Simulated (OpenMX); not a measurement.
Crystal: BP.

```xyz
2
Lattice="0.0000 2.2690 2.2690 2.2690 0.0000 2.2690 2.2690 2.2690 0.0000" Properties=species:S:1:pos:R:3 pbc="T T T"
P     3.4035    3.4035    3.4035
B     0.0000    0.0000    0.0000
```

Base run:

```yaml
Program: OpenMX 3.8.5
Functional: PBE
Potentials_or_basis: OpenMX 2013 PBE set, P7.0-s2p2d1f1, B7.0-s2p2d1, grid cutoff 300 Ry
k_mesh: 11 × 11 × 11
Occupations: fermi-dirac, width 0.05 eV
Spin: no spin polarisation
```

Its results: band gap on the k mesh 1.32 eV, indirect (least direct gap 3.44 eV); pressure 0.9 GPa.

Question: After a change of settings the same cell gave: band gap on the k mesh 1.28 eV, indirect (least direct gap 3.41 eV); pressure -5.3 GPa. Which change was it?
A. potentials or basis from OpenMX 2013 PBE set, P7.0-s2p2d1f1, B7.0-s2p2d1, grid cutoff 300 Ry to OpenMX 2013 PBE set, P7.0-s3p2d2f1, B7.0-s3p2d2, grid cutoff 300 Ry
B. potentials or basis from OpenMX 2013 PBE set, P7.0-s2p2d1f1, B7.0-s2p2d1, grid cutoff 300 Ry to OpenMX 2013 PBE set, P7.0-s2p2d1, B7.0-s2p2, grid cutoff 300 Ry
C. functional from PBE to LDA; potentials or basis from OpenMX 2013 PBE set, P7.0-s2p2d1f1, B7.0-s2p2d1, grid cutoff 300 Ry to OpenMX 2013 LDA set, P7.0-s2p2d1f1, B7.0-s2p2d1, grid cutoff 300 Ry
D. potentials or basis from OpenMX 2013 PBE set, P7.0-s2p2d1f1, B7.0-s2p2d1, grid cutoff 300 Ry to OpenMX 2013 PBE set, P7.0-s2p2d1, B7.0-s2p2, grid cutoff 420 Ry; k mesh from 11 × 11 × 11 to 7 × 7 × 7

Answer: C.

Caveats: the basis of atomic orbitals isn't converged, which shifts pressures, moduli and gaps.

Not every run made on this cell is shown here.
